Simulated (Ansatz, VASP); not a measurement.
# Two plane-wave programs on KF

```
K F
1.0
     0.00000    2.60666    2.60666
     2.60666    0.00000    2.60666
     2.60666    2.60666    0.00000
K F
1 1
Cartesian
  0.0000 0.0000 0.0000
  2.6067 2.6067 2.6067
```

Change from the starting cell: strain -0.025 along x and y, -0.025 along z, atoms carried along.

Alike in both runs: task single point; functional PBE; k mesh 8 × 8 × 8; occupations gaussian, width 0.05 eV; no spin polarisation.

|  | VASP | Ansatz |
| --- | --- | --- |
| version | VASP 6.6.1 | Ansatz 0.2.0 |
| potentials or method | VASP PAW PBE potentials, release 64 (K_sv, F) | scalar-relativistic, plane waves, PAW |
| plane-wave cutoff (eV) | 520 | 420 |
| valence electrons in the cell | 16 | 16 |

Ansatz gave:

* gap on the k mesh at the Fermi level (eV): 6.59
* least direct gap on the mesh (eV): 6.59
* pressure (GPa): 4.5

Problem. What did VASP give for the same quantities?

Solution. gap on the k mesh at the Fermi level (eV): 6.57; least direct gap on the mesh (eV): 6.57; pressure (GPa): 4.6.

A k mesh can miss the band edges.
